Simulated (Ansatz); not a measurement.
# CoO: the cost of one run

Method: DFT PBE+U (U_eff = 4.3 eV on Co 3d), scalar-relativistic, plane waves, PAW, in Ansatz 0.2.0.

2 further runs of the same task are left out: 2 set aside as unsound or not needed.

### Step 1. The system as given

Symmetry: I4/mmm, No. 139, tetragonal system. Conventional cell: a = 3.016 Å, b = 3.016 Å, c = 4.215 Å, α = 90.00°, β = 90.00°, γ = 90.00°. Around Co (site symmetry 4/mmm) lie 6 O at 2.11 to 2.13 Å. O (site symmetry 4/mmm) has 6 Co at 2.11 to 2.13 Å as nearest neighbours.

Coordinates:

```xyz
2
Lattice="-1.5080 1.5080 2.1073 1.5080 -1.5080 2.1073 1.5080 1.5080 -2.1073" Properties=species:S:1:pos:R:3 pbc="T T T"
Co    0.0000    0.0000    0.0000
O     0.0000    0.0000    2.1073
```

The cell is the deposited one, not relaxed. At PBE+U (U_eff = 4.3 eV on Co 3d), an earlier run found 11.76 GPa for this cell of 9.584 Å³/atom (10×10×10 mesh), mesh gap 1.49 eV, moments in the atoms' spheres Co 2.61; O 0.21 μB. The cell is compressed at this level.

### Step 2. Bands on a fine mesh

Contents of input.yaml:

```yaml
crystal:
  lattice:
    - [-1.5080004431, 1.5080004431, 2.1072503604]
    - [1.5080004431, -1.5080004431, 2.1072503604]
    - [1.5080004431, 1.5080004431, -2.1072503604]
  atoms:
    - { symbol: Co, position: [0.0, 0.0, 0.0], spin: 2.87 }
    - { symbol: O, position: [0.5, 0.5, 0.0] }
basis:
  ecutwfc: 420
  ecutrho_ratio: 4
kpoints:
  mp_grid: { grid: [10, 10, 10] }
hamiltonian:
  xc: pbe
  hubbard: { sites: [{ species: Co, l: d, u_eff: 4.3 }] }
scf:
  occupations: { method: gaussian, width: 0.05 }
  lower_state_search: "off"
output:
  forces: true
  stress: true
  eigenvalues: true
  populations: true
  hubbard: { sites: [{ species: Co, l: d }] }
  eigenstates:
    nscf_kmesh: { grid: [28, 28, 28] }
    de_dk: true
    e_range: [-2.5, 3.987200252818]
  write_density: true
  write_potential: true
  elf: true
  volumetric_format: npy
magnetization:
  spin_polarized: true
checkpoint:
  read: start.run
  write: ck
  compress: false
  write_wavefunctions: false
  write_every: 100000
```

The run starts from a saved state of the same cell, the folder start.run.

The run is started by

```console
$ ansatz run input.yaml --threads 4 --pin off --max-ram 9216MiB --backend cpu --events-out ev --progress --plain --runs-dir out
```

What time and memory should one allow on 4 threads of AMD EPYC 9R45 (Zen 5), shared host?

About 16 s, with a peak of 2.4 GiB.
